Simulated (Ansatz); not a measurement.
A run of Ansatz 0.2.0:

File input.yaml:

```yaml
crystal:
  lattice:
    - [-1.572281, 1.572281, 1.572281]
    - [1.572281, -1.572281, 1.572281]
    - [1.572281, 1.572281, -1.572281]
  atoms:
    - { symbol: Pd, position: [0.0, 0.0, 0.0] }
kpoints:
  mp_grid: { grid: [12, 12, 12] }
scf:
  occupations: { method: fermi_dirac, width: 0.05 }
hamiltonian:
  xc: pbesol
  pseudopotentials: { kind: all_electron, lapw: { basis_error: 0.001 } }
output:
  forces: true
  stress: true
  eigenvalues: true
```

Potentials or basis: all-electron LAPW, scalar-relativistic.

The run is started by

```bash
$ ansatz run input.yaml --threads 1 --pin off --max-ram 3072MiB --backend cpu --events-out ev --progress --plain --runs-dir out
```

Hardware: 1 thread of Intel(R) Xeon(R) Platinum 8375C CPU @ 2.90GHz (Ice Lake), on a shared host.

Estimate the wall time of this run.

Wall time 10 s on 1 thread of Intel(R) Xeon(R) Platinum 8375C CPU @ 2.90GHz (Ice Lake), on a shared host, peak memory 0.31 GiB. Counts: scf iterations 8, plane waves 141, k points 72, bands 18.
